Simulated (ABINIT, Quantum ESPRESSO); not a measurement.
An ABINIT input for a self-consistent single point of BeO (P6_3mc, 8 atoms in the cell) (DFT, PBE, plane waves, PAW (JTH v2.0 PBE PAW)):

```
# BeO, JTH v2.0 PBE PAW
pp_dirpath "./"
pseudos "Be.GGA_PBE-JTH.xml, O.GGA_PBE-JTH.xml"
acell 2.6887908202 2.6887908202 8.8024120000 Angstrom
rprim
         1.0000000000   -0.0000000775    0.0000000000
        -0.4999999329    0.8660254425    0.0000000000
         0.0000000000    0.0000000000    1.0000000000
natom 8
ntypat 2
znucl 4 8
typat 1 1 1 1 2 2 2 2
xcart
         0.0000000000    0.0000000000    0.0000000000
         0.0000000000    0.0000000000    4.4012060000
         1.3443954702    0.7761869478    6.6033934342
         0.0000001202    1.5523741038    2.2021874342
         0.0000000000    0.0000000000    7.1489669299
         0.0000000000    0.0000000000    2.7477609299
         1.3443954702    0.7761869478    4.9583106555
         0.0000001202    1.5523741038    0.5571046555
      Angstrom
ecut 24
pawecutdg 48
pawxcdev 0
occopt 7
tsmear 0.272 eV
nband 27
kptopt 1
ngkpt 7 7 2
nshiftk 1
shiftk 0 0 0
nstep 60
tolvrs 1.0e-10
prtwf 0
prtden 0
enunit 1
```

Question: Give the Quantum ESPRESSO input for the same structure, mesh, smearing and functional.

Answer: This is the input that was run; spellings and numerical settings could be chosen otherwise.

```fortran
&control
 calculation = 'scf',
 prefix = 'BeO',
 outdir = './work',
 pseudo_dir = './',
 tprnfor = .true.,
 tstress = .true.,
/
&system
 ibrav = 4,
 celldm(1) = 5.081078257,
 celldm(3) = 3.27374369696,
 nat = 8,
 ntyp = 2,
 ecutwfc = 90,
 occupations = 'smearing',
 smearing = 'gauss',
 degauss = 0.019992,
/
&electrons
 conv_thr = 1.0d-9,
 mixing_beta = 0.5,
/
ATOMIC_SPECIES
Be     9.0122  Be.upf
O     15.9990  O.upf
ATOMIC_POSITIONS alat
Be    0.000000000    0.000000000    0.000000000
Be    0.000000000    0.000000000    1.636871849
Be    0.500000000    0.288675135    2.455897047
Be    0.000000000    0.577350269    0.819025198
O     0.000000000    0.000000000    2.658803681
O     0.000000000    0.000000000    1.021931832
O     0.500000000    0.288675135    1.844067087
O     0.000000000    0.577350269    0.207195239
K_POINTS automatic
7 7 2  0 0 0
```

Basis settings and potentials, where a program has them, do not carry over. This input uses DFT, PBE, plane waves, PseudoDojo standard norm-conserving (PBE) pseudopotentials.

The starting cell was generated: these elements placed on a structure prototype, without a prior relaxation; it need not be a known phase or ordering of this composition. Its lattice was rescaled by a random factor within 2.5 % of one. For this run, on top of that: lattice scaled by 0.98.
